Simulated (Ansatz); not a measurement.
Geometry optimisation, Ansatz 0.2.0, DFT PBE, scalar-relativistic, plane waves, PAW.

The input (input.yaml):

```yaml
crystal:
  lattice:
    - [9.861567, 0.0, 0.0]
    - [0.0, 8.179714, 0.0]
    - [-4.756099, 0.0, 8.808063]
  atoms:
    - { symbol: Si, position: [0.291104, 0.9326754, 0.1742038] }
    - { symbol: Si, position: [0.3716471, 0.5662492, 0.1486605] }
    - { symbol: Si, position: [0.2075087, 0.4455375, 0.3190924] }
    - { symbol: Si, position: [0.1339005, 0.0684149, 0.3538579] }
    - { symbol: O, position: [0.2277548, 0.9412678, 0.2978045] }
    - { symbol: O, position: [0.3267825, 0.7521728, 0.1545126] }
    - { symbol: O, position: [0.0553395, 0.5442986, 0.2663157] }
    - { symbol: O, position: [0.3335024, 0.5099908, 0.4839012] }
    - { symbol: O, position: [0.1745524, 0.2527826, 0.345841], spin: 1.0 }
    - { symbol: O, position: [0.4440452, 0.0462998, 0.2327477] }
    - { symbol: O, position: [0.1644003, 0.0097887, 0.0170756] }
    - { symbol: Si, position: [0.2935687, 0.9344219, 0.6819316] }
    - { symbol: Si, position: [0.3672182, 0.5677164, 0.6503788] }
    - { symbol: Si, position: [0.2098338, 0.4355231, 0.8221316] }
    - { symbol: Si, position: [0.1279255, 0.0663525, 0.845287] }
    - { symbol: O, position: [0.2298873, 0.9487939, 0.7924438] }
    - { symbol: O, position: [0.3254731, 0.7551635, 0.6562411] }
    - { symbol: O, position: [0.0578699, 0.543565, 0.7617796] }
    - { symbol: O, position: [0.3360657, 0.5103081, 0.9840252] }
    - { symbol: O, position: [0.277843, 0.447409, 0.710836] }
    - { symbol: O, position: [0.1699088, 0.2506663, 0.8452541] }
    - { symbol: O, position: [0.4442716, 0.0423303, 0.733866] }
    - { symbol: O, position: [0.1541728, 0.0076951, 0.5112405] }
    - { symbol: Si, position: [0.7901864, 0.9451905, 0.169321] }
    - { symbol: Si, position: [0.8730684, 0.5626213, 0.1591221] }
    - { symbol: Si, position: [0.7055723, 0.4373333, 0.3245901] }
    - { symbol: Si, position: [0.6264905, 0.0647098, 0.3502475] }
    - { symbol: O, position: [0.7215975, 0.9422697, 0.2935202] }
    - { symbol: O, position: [0.8273143, 0.7519539, 0.1581732] }
    - { symbol: O, position: [0.5573333, 0.5509399, 0.2665073] }
    - { symbol: O, position: [0.8345633, 0.5103578, 0.4792198] }
    - { symbol: O, position: [0.774925, 0.4437004, 0.2086119] }
    - { symbol: O, position: [0.6781439, 0.2493905, 0.3492053] }
    - { symbol: O, position: [0.9462488, 0.0505547, 0.2382264] }
    - { symbol: O, position: [0.6630295, 0.0077475, 0.0168695] }
    - { symbol: Si, position: [0.7926542, 0.9426227, 0.6774472] }
    - { symbol: Si, position: [0.8697711, 0.5610189, 0.6555601] }
    - { symbol: Si, position: [0.7107744, 0.4401829, 0.8251026] }
    - { symbol: Si, position: [0.6299844, 0.0602518, 0.8523801] }
    - { symbol: O, position: [0.7255067, 0.9466677, 0.7883009] }
    - { symbol: O, position: [0.8216276, 0.7539686, 0.6519613] }
    - { symbol: O, position: [0.5504458, 0.5501098, 0.7605234] }
    - { symbol: O, position: [0.8385868, 0.5108229, 0.985912] }
    - { symbol: O, position: [0.7803682, 0.4439165, 0.709866] }
    - { symbol: O, position: [0.6756808, 0.2546046, 0.8474512] }
    - { symbol: O, position: [0.9489226, 0.0410564, 0.7365738] }
    - { symbol: O, position: [0.6555559, 0.0068276, 0.5095394] }
magnetization:
  spin_polarized: true
total_charge: 1
basis:
  ecutwfc: 420.0
kpoints:
  mp_grid: { grid: [1, 2, 1] }
hamiltonian:
  xc: pbe
  pseudopotentials: { kind: paw, azcp: { folder: soft_1 } }
scf:
  occupations: { method: fermi_dirac, width: 0.02 }
  lower_state_search: "off"
relax:
  f_tol: 0.03
  max_steps: 60
  adjacent_minimum: "off"
output:
  write_density: true
  write_potential: true
  elf: true
  volumetric_format: npy
```

Run as:

```bash
$ ansatz run input.yaml --threads 4 --pin off --max-ram 10240MiB --backend cpu --events-out ev --progress --plain --runs-dir out
```

Q: Where does it end, and by what steps?

A: The forces met the threshold. The force dipped under the threshold on the way, but the program's further checks kept it going. Limits of this set-up: coarse k mesh, a small cell, in which the defect meets its images, a typed lattice constant that wasn't relaxed here, charged cell in a uniform background, uncorrected. After 11 steps the energy has fallen by 3.000 eV; O19 moved furthest, 0.80 Å.

```json
{"step": "0", "energy less start (eV)": "0.0000", "largest force component (eV/Å)": "5.049", "accepted": "yes"}
{"step": "1", "energy less start (eV)": "-1.4896", "largest force component (eV/Å)": "2.915", "accepted": "yes"}
{"step": "2", "energy less start (eV)": "-2.8151", "largest force component (eV/Å)": "0.563", "accepted": "yes"}
{"step": "3", "energy less start (eV)": "-2.9071", "largest force component (eV/Å)": "0.238", "accepted": "yes"}
{"step": "4", "energy less start (eV)": "-2.9626", "largest force component (eV/Å)": "0.189", "accepted": "yes"}
{"step": "5", "energy less start (eV)": "-2.9690", "largest force component (eV/Å)": "0.157", "accepted": "yes"}
{"step": "6", "energy less start (eV)": "-2.9711", "largest force component (eV/Å)": "0.448", "accepted": "yes"}
{"step": "7", "energy less start (eV)": "-2.9968", "largest force component (eV/Å)": "0.061", "accepted": "yes"}
{"step": "8", "energy less start (eV)": "-2.9968", "largest force component (eV/Å)": "0.061", "accepted": "yes"}
{"step": "9", "energy less start (eV)": "-2.9984", "largest force component (eV/Å)": "0.070", "accepted": "yes"}
{"step": "10", "energy less start (eV)": "-2.9996", "largest force component (eV/Å)": "0.014", "accepted": "yes"}
{"step": "11", "energy less start (eV)": "-2.9996", "largest force component (eV/Å)": "0.014", "accepted": "yes"}
```

```xyz
47
Lattice="9.8616 0.0000 0.0000 0.0000 8.1797 0.0000 -4.7561 0.0000 8.8081" Properties=species:S:1:pos:R:3
Si 2.047 7.652 1.324
Si 2.818 4.561 1.504
Si 0.507 3.589 3.034
Si -0.318 0.577 2.822
O 0.756 7.657 2.305
O 2.406 6.055 1.151
O -0.749 4.458 2.562
O 1.008 3.864 4.529
O 0.437 2.041 2.649
O 3.308 0.278 1.933
O 1.636 0.098 -0.107
Si -0.193 7.732 5.734
Si 0.647 4.723 5.907
Si -1.960 3.538 7.376
Si -2.671 0.446 7.175
O -1.439 7.639 6.772
O 0.314 6.221 5.415
O -3.180 4.503 6.921
O -1.807 3.618 9.027
O -0.593 4.025 6.670
O -2.198 1.989 7.024
O 1.012 0.437 6.344
O -0.696 0.284 4.365
Si 6.984 7.750 1.531
Si 7.874 4.680 1.485
Si 5.369 3.571 2.991
Si 4.498 0.464 3.030
O 5.794 7.744 2.637
O 7.594 6.256 1.484
O 4.008 4.432 2.568
O 5.911 4.123 4.411
O 6.551 3.822 1.902
O 4.933 2.027 3.044
O 8.187 0.609 1.933
O 6.356 -0.006 0.096
Si 4.550 7.651 5.902
Si 5.414 4.562 5.899
Si 3.049 3.631 7.439
Si 2.141 0.602 7.492
O 3.500 7.994 7.088
O 4.797 6.051 5.875
O 1.939 4.695 6.880
O 3.651 4.190 8.848
O 4.272 3.501 6.377
O 2.380 2.189 7.677
O 5.951 0.247 6.161
O 3.940 -0.021 4.476
```

Whether the end is a true minimum wasn't checked by a vibrational analysis.

The run took 2.4 min on 4 threads of Arm Neoverse V1, on a shared host, peak memory 2.2 GiB.
